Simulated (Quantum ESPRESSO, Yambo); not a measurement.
An input for Yambo 5.3.0 (CdTe (F-43m)):

```
optics
bss
bse
em1s
dipoles
rim_cut
RandQpts= 1000000
RandGvec= 1 RL
Chimod= "HARTREE"
BSKmod= "SEX"
BSEmod= "coupling"
BSSmod= "d"
BSENGexx= 30 Ry
BSENGBlk= 6 Ry
% BSEQptR
 1 | 1 |
%
% BSEBands
 20 | 27 |
%
% BEnRange
 0 | 5 | eV
%
% BDmRange
 0.1 | 0.1 | eV
%
BEnSteps= 101
% BLongDir
 1 | 0 | 0 |
%
% BndsRnXs
 1 | 91 |
%
NGsBlkXs= 6 Ry
% LongDrXs
 1 | 1 | 1 |
%
% KfnQP_E
 0.801 | 1.0 | 1.0 |
%
WRbsWF
```

The database entry behind the starting cell differs from later determinations by our own check (an axis about 1.1 % short against later determinations), so it need not match the best structure at ambient conditions.

```sh
OMP_NUM_THREADS=1 mpirun -n 4 yambo -F bse6.in -J bse6,bse3_W -C bse6 > bse6.log
```

The stored states that it reads are on a 4×4×4 mesh. The structure is cubic, space group F-43m (No. 216). The conventional cell has a = 6.410 Å, b = 6.410 Å, c = 6.410 Å, α = 90.00°, β = 90.00°, γ = 90.00°. Nearest to Cd lie 4 Te at 2.78 Å. Te has 4 Cd at 2.78 Å nearest. Farther neighbours and most contacts between anions are not listed.

How long will it take on 4 MPI ranks of Arm Neoverse V1, shared host, and how much memory?

It took 46 s; on shared hardware allow 23 s to 92 s. Peak host memory was 2.1 GiB.

The kernel grows as the square of the matrix size, and full diagonalisation as its cube.

[Paths, hosts, dates, memory and timing lines, banners, echoed tables and standing remarks are left out of the program output.]

[Logs are printed without paths, hosts, clocks, repeated set-up lines and the standing remarks that a program may print on its own settings, such as how far it seeks lower states.]

[Runs of the session that timed out or met a known fault of the program may be left out.]

[Hosts, paths, dates, database ids (printed as entryN), source tags and the programs' standing remarks are cut or masked in the printed files.]
